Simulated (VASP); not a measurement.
Wanted: the native input for a VASP 6.6.1 run.

| Item | Value |
| --- | --- |
| Task | relaxation of cell and atoms |
| Functional | optB86b-vdW |
| Potentials or basis | VASP PAW PBE potentials, release 64 (W_sv, C) |
| Cutoff | 600 eV |
| k mesh | 10 × 10 × 9 |
| Occupations | fermi-dirac, width 0.05 eV |
| Spin | no spin polarisation |
| Further INCAR settings | ALGO = Normal; EDIFF = 1e-07; IBRION = 2; EDIFFG = -0.01; NSW = 60; ISIF = 3 |

The structure of WC (Qusongite) lies in POSCAR:

```
WC
1.0
    2.9065000000      0.0000000000      0.0000000000
   -1.4532500000      2.5171028361      0.0000000000
    0.0000000000      0.0000000000      2.8366000000
W C
1 1
Direct
    0.0000000000      0.0000000000      0.0000000000
    0.6666666667      0.3333333333      0.5000000000
```

These files were run (other wordings do the same):

INCAR

```
SYSTEM = WC
PREC = Accurate
ENCUT = 600
EDIFF = 1E-7
ISMEAR = -1
SIGMA = 0.05
LREAL = .False.
LASPH = .True.
NELM = 60
ALGO = Normal
ISIF = 3
LWAVE = .False.
LCHARG = .False.
GGA = MK
LUSE_VDW = .True.
AGGAC = 0.0
PARAM1 = 0.1234
PARAM2 = 1.0
IBRION = 2
NSW = 60
EDIFFG = -0.01
```

KPOINTS

```
Automatic mesh
0
Gamma
  10 10 9
  0 0 0
```

Potentials or basis: VASP PAW PBE potentials, release 64 (W_sv, C).

The run is started by

```bash
$ cat potpaw_PBE.64/W_sv/POTCAR potpaw_PBE.64/C/POTCAR > POTCAR
$ mpirun -np 1 vasp_std > vasp.out
```

Results of the run:

```yaml
Relaxed_volume: 10.47 Å³/atom
Relaxed_cell: a = 2.916 Å, b = 2.916 Å, c = 2.844 Å, α = 90.00°, β = 90.00°, γ = 120.00°
Space_group_after_relaxing_to_0.05_Å: P-6m2 (No. 187)
Energy_gained_by_relaxing: 1.1 meV/atom
Ionic_steps: 6
Pressure_after_relaxing: 0.1 GPa
Band_gap_on_the_k_mesh: none (metal or under the smearing width)
```

Caveat: the PAW data sets were made with another functional, which shifts forces and pressure a little.

It took 2 min on 1 thread of Intel(R) Xeon(R) Platinum 8375C CPU @ 2.90GHz (Ice Lake), with other jobs on the host, peak memory 0.28 GiB.
